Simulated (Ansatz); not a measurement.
**Sb: a sweep of LAPW's basis error target**

An exercise on one series of results from a longer session: the logs are not shown, and one member is left open.

Method: DFT, PBE, all-electron LAPW, scalar-relativistic, in Ansatz 0.2.0.

### The system as given

It takes space group Fm-3m (No. 225, cubic). Conventional cell: a = 4.610 Å, b = 4.610 Å, c = 4.610 Å, α = 90.00°, β = 90.00°, γ = 90.00°. Sb (site symmetry m-3m) has 12 Sb at 3.26 Å in its first shell of neighbours.

As a file:

```
Sb
1.0
     0.00000    2.30500    2.30500
     2.30500    0.00000    2.30500
     2.30500    2.30500    0.00000
Sb
1
Cartesian
  0.0000 0.0000 0.0000
```

The geometry is a database entry used as it stands. It may stem from high pressure or temperature, or be incomplete, so it serves as a test cell.

Set-up of the first run:

Contents of input.yaml:

```yaml
crystal:
  lattice:
    - [0.0, 2.305, 2.305]
    - [2.305, 0.0, 2.305]
    - [2.305, 2.305, 0.0]
  atoms:
    - { symbol: Sb, position: [0.0, 0.0, 0.0] }
kpoints:
  mp_grid: { grid: [12, 12, 12] }
scf:
  occupations: { method: fermi_dirac, width: 0.05 }
hamiltonian:
  xc: pbe
  pseudopotentials: { kind: all_electron, lapw: { basis_error: 0.03 } }
output:
  forces: true
  stress: true
  eigenvalues: true
```

Started as:

```console
ansatz run input.yaml --threads 1 --pin off --max-ram 2048MiB --backend cpu --events-out ev --progress --plain --runs-dir out
```

Steps of the session up to this table: With basis error target 0.03 eV/atom; With basis error target 0.01 eV/atom; With basis error target 0.003 eV/atom; With basis error target 0.0001 eV/atom.

One of the session's tables, all rows but one given; the rest of the session is left out.

It belongs to the step «The sweep in one table». 

```
basis error target (eV/atom)  pressure (GPa)
                        0.03            8.79
                        0.01               ?
                       0.003            8.71
                      0.0001            8.71
```

Estimate the missing values for basis error target (eV/atom) = 0.01.

Worked estimate for «pressure (GPa)». A straight line through the neighbours (0.03, 8.79) and (0.003, 8.71) gives 8.79 + (8.71 − 8.79) × (0.01 − 0.03) / (0.003 − 0.03) = 8.73; a parabola fitted to 3 rows on both sides gives 8.72.

**Answer.** pressure (GPa): 8.73. In «pressure (GPa)» the line misses by 0.00 and the parabola by -0.01.

Energies are those extrapolated to zero smearing.
